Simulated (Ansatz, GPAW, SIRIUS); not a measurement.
# Cost and result for the equilibrium volume of CuI

**What was measured.** The equilibrium volume of CuI (Marshite) (F-43m) is reported as 27.71 Å³/atom at 300 K (a printed reference work). The runs below try to reproduce it.

It takes space group F-43m (No. 216, cubic). The conventional cell has a = 6.063 Å, b = 6.063 Å, c = 6.063 Å, α = 90.00°, β = 90.00°, γ = 90.00°. I (site symmetry -43m) has 4 Cu at 2.63 Å as nearest neighbours. Cu (site symmetry -43m) has 4 I at 2.63 Å as nearest neighbours.

| rung | level | program and potentials | cutoff (eV) | k mesh | smearing | task | core time | chip | equilibrium volume (Å³/atom) | miss | notes |
| --- | --- | --- | --- | --- | --- | --- | --- | --- | --- | --- | --- |
| GGA | PBEsol | Ansatz, all-electron LAPW, scalar-relativistic | - | 8 × 8 × 8 | fermi-dirac 0.05 | relaxation of cell and atoms | 36 s | Arm Neoverse V1 | 26.20 | -5.4 % | - |
| GGA + dispersion | PBEsol+D4 | Ansatz, all-electron LAPW, scalar-relativistic | - | 8 × 8 × 8 | fermi-dirac 0.05 | relaxation of cell and atoms | 47 s | Arm Neoverse V1 | 25.56 | -7.8 % | - |
| GGA + dispersion | RPBE+D4 | Ansatz, all-electron LAPW, scalar-relativistic | - | 8 × 8 × 8 | fermi-dirac 0.05 | relaxation of cell and atoms | 53 s | Arm Neoverse V1 | 26.35 | -4.9 % | - |
| GGA | revPBE | Ansatz, all-electron LAPW, scalar-relativistic | - | 8 × 8 × 8 | fermi-dirac 0.05 | relaxation of cell and atoms | 55 s | Intel Xeon | 29.23 | +5.5 % | - |
| GGA | PBEsol | GPAW, PAW data sets generated for this functional | 600 | 8 × 8 × 8 | fermi-dirac 0.05 | equation of state | 2.1 min | Arm Neoverse V1 | 26.68 | -3.7 % | - |
| GGA | PBEsol | SIRIUS, PseudoDojo 0.4.1 PBEsol standard (scalar relativistic) | 1254 | 8 × 8 × 8 | fermi-dirac 0.05 | equation of state | 17 min | Arm Neoverse N1 | 26.33 | -5.0 % | - |

Times are single runs on shared hosts and different chips, so they are rough; meshes, cutoffs and the tasks' sizes weigh on the time. All rows: no spin polarisation. Smearing widths are in eV. Meshes are those of the run's cell of 2 atoms unless a note names another. Relaxations start from the cell shown or near it and stop with a little pressure left. The cell shown, of 27.86 Å³ an atom, is the runs' start and not the measured value. Misses use the values as printed. Runs on faulty files, with rough fits or with known faults for this quantity aren't shown. No row holds spin-orbit coupling.

By rung: GGA 26.20 to 29.23; GGA + dispersion 25.56 to 26.35 (Å³/atom). Measured: 27.71 Å³/atom at 300 K (a printed reference work). Closest is PBEsol with GPAW, PAW data sets generated for this functional (-3.7 %). The runs are for a static lattice, while measurements hold temperature and zero-point motion.
